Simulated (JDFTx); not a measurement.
## NbC (Niobocarbide): equation of state with PBEsol

The system is NbC (Niobocarbide).

```
Nb C
1.0
     0.00000    2.23455    2.23455
     2.23455    0.00000    2.23455
     2.23455    2.23455    0.00000
Nb C
1 1
Direct
  0.00000 0.00000 0.00000
  0.50000 0.50000 0.50000
```

* Program: JDFTx 1.7.0 (patched build)
* Task: equation of state
* Functional: PBEsol
* Potentials or basis: PseudoDojo-SR-PBEsol-0.4.1-standard
* Cutoff: 1116 eV
* Density cutoff: 8925 eV
* k mesh: 10 × 10 × 10
* Occupations: fermi-dirac, width 0.05 eV
* Spin: no spin polarisation

- Equilibrium volume: 11.03 Å³/atom
- Bulk modulus: 320 GPa
- Pressure derivative of the bulk modulus: 4.2

Energy against volume, from the lowest point:
| volume (Å³/atom) | energy (meV/atom) |
| --- | --- |
| 10.488 | 27.97 |
| 10.711 | 8.74 |
| 10.934 | 0.00 |
| 11.158 | 0.70 |
| 11.381 | 9.89 |
| 11.604 | 26.73 |
| 11.827 | 50.44 |
